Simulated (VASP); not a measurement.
# GaN in VASP: one cell, several levels of theory

One table from this session's results is given with a row withheld; the runs are named, their logs left out.

The runs shown are made with VASP 6.6.1. PAW datasets, plane waves. No spin polarisation and no zero-point or thermal motion.

### The cell

The cell comes from an earlier relaxation with r2SCAN in another program.

It is cubic, F-43m (No. 216); conventional cell a = 4.498 Å, 11.37 Å³ an atom. Ga has 4 N at 1.95 Å; N has 4 Ga at 1.95 Å.

The structure in full:

```xyz
2
Lattice="0.0000 2.2490 2.2490 2.2490 0.0000 2.2490 2.2490 2.2490 0.0000" Properties=species:S:1:pos:R:3 pbc="T T T"
Ga    0.0000    0.0000    0.0000
N     1.1245    1.1245    1.1245
```

The first run:

File INCAR:

```
ENCUT = 520.000000
SIGMA = 0.020000
EDIFF = 1.00e-07
GGA = PE
PREC = Accurate
IBRION = -1
ISIF = 2
ISMEAR = -1
NBANDS = 16
NELM = 120
NSW = 0
LASPH = .TRUE.
LCHARG = .FALSE.
LWAVE = .FALSE.
LREAL = .FALSE.
```

File KPOINTS:

```
KPOINTS created by Atomic Simulation Environment
0
Gamma
10 10 10
0 0 0
```

File KPOINTS_OPT:

```
special points
6
Reciprocal
0.0000000000 0.0000000000 0.0000000000 1
0.5000000000 0.0000000000 0.5000000000 1
0.5000000000 0.2500000000 0.7500000000 1
0.3750000000 0.3750000000 0.7500000000 1
0.5000000000 0.5000000000 0.5000000000 1
0.6250000000 0.2500000000 0.6250000000 1
```

File POSCAR:

```
Ga N
 1.0000000000000000
     0.0000000000000000    2.2489525470600347    2.2489525470600347
     2.2489525470600347    0.0000000000000000    2.2489525470600347
     2.2489525470600347    2.2489525470600347    0.0000000000000000
 Ga  N
   1   1
Cartesian
  0.0000000000000000 -0.0000000000000000 -0.0000000000000000
  1.1244762735300171  1.1244762735300171  1.1244762735300171
```

Potentials: the recommended PBE PAW datasets, 18 valence electrons in the neutral cell.

Among the steps run: PBE at this geometry; Single point with r2SCAN; LDA; PBEsol at this geometry; Single point with PBE+SOC; Linear response to a field, PBE; GW on PBE orbitals, 67 empty bands.

One of the session's tables, all rows but one given; the rest of the session is left out.

```
  level  gap (eV)  Ansatz: gap (eV)
    PBE      1.76              1.76
 r2SCAN      2.16              2.17
    LDA         ?                 ?
 PBEsol      1.72              1.70
PBE+SOC      1.76              1.75
```

**Question.** Estimate the row for LDA.

As computed: gap (eV): 1.79; Ansatz: gap (eV): 1.77. In the column «gap (eV)» it lies between PBE+SOC (1.76) and r2SCAN (2.16).
